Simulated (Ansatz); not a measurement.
# CaF2: the cost of one run

Computed with Ansatz 0.2.0 (DFT r2SCAN+D3(BJ), scalar-relativistic, plane waves, PAW, unless a step's input says otherwise).

### 1 The structure to begin with

Symmetry: Fm-3m, No. 225, cubic system. Conventional cell: a = 5.542 Å, b = 5.542 Å, c = 5.542 Å, α = 90.00°, β = 90.00°, γ = 90.00°. Ca (site symmetry m-3m) is surrounded by 8 F at 2.40 Å. F (site symmetry -43m) is surrounded by 4 Ca at 2.40 Å.

Coordinates:

```
CELL_PARAMETERS angstrom
0.00000 2.77117 2.77117
2.77117 0.00000 2.77117
2.77117 2.77117 0.00000
ATOMIC_POSITIONS crystal
Ca 0.00000 0.00000 0.00000
F 0.25000 0.25000 0.25000
F 0.75000 0.75000 0.75000
```

The cell was made up by rule, so the compound may not exist in this form.

The cell is the ideal cubic fluorite prototype; whether it is the stable structure of this composition wasn't checked.

### 2 Seeking zero pressure, try 1

Input file input.yaml:

```yaml
crystal:
  lattice:
    - [0.0, 2.7711658221, 2.7711658221]
    - [2.7711658221, 0.0, 2.7711658221]
    - [2.7711658221, 2.7711658221, 0.0]
  atoms:
    - { symbol: Ca, position: [0.0, 0.0, 0.0] }
    - { symbol: F, position: [0.25, 0.25, 0.25] }
    - { symbol: F, position: [0.75, 0.75, 0.75] }
basis:
  ecutwfc: 500
kpoints:
  mp_grid: { grid: [6, 6, 6] }
hamiltonian:
  xc: r2scan
  dispersion: d3bj
scf:
  occupations: { method: gaussian, width: 0.05 }
output:
  forces: true
  stress: true
  eigenvalues: true
```

Run with:

```console
> ansatz run input.yaml --threads 1 --pin off --max-ram 2560MiB --backend cpu --events-out ev --progress --plain --runs-dir out
```

What time and memory should one allow on 1 thread of Arm Neoverse V2, shared host?

About 1.8 s, with a peak of 0.38 GiB.
